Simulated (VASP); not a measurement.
Input of a VASP 6.6.1 run:

The input INCAR:

```
PREC = Accurate
ENCUT = 520
EDIFF = 1E-6
ISMEAR = -1
SIGMA = 0.1
LREAL = F
LASPH = T
NELM = 80
ALGO = Normal
ISIF = 2
LWAVE = F
LCHARG = T
GGA = RE
LELF = T
LVHAR = T
NBANDS = 19
```

KPOINTS

```
regular mesh
0
Gamma
  16 16 8
```

POSCAR

```
Cr
1.0
    2.5020384049      0.0000000000      0.0000000000
   -1.2510192024      2.1668288199      0.0000000000
    0.0000000000      0.0000000000      4.4688933305
Cr
2
Direct
    0.3333333333      0.6666666667      0.2500000000
    0.6666666667      0.3333333333      0.7500000000
```

Potentials or basis: VASP PAW PBE potentials, release 64 (Cr_pv).

Launch:

```bash
$ cat potpaw_PBE.64/Cr_pv/POTCAR > POTCAR
$ mpirun -np 1 vasp_std > vasp.out
```

Q: What does it give for the pressure?

A: -0.3 GPa.

Q: Estimate the band gap on the k mesh.

A: None (metal or under the smearing width).

Stress tensor (GPa, compression positive):
```
-0.36  0.00  0.00
 0.00 -0.36  0.00
 0.00  0.00 -0.26
```

Caveat: the PAW data sets were made with another functional, which shifts forces and pressure a little; the run has no spin polarisation, though such a crystal can be magnetic. Spin polarisation is off, so any magnetic state and its effect on volume and gap are missing.
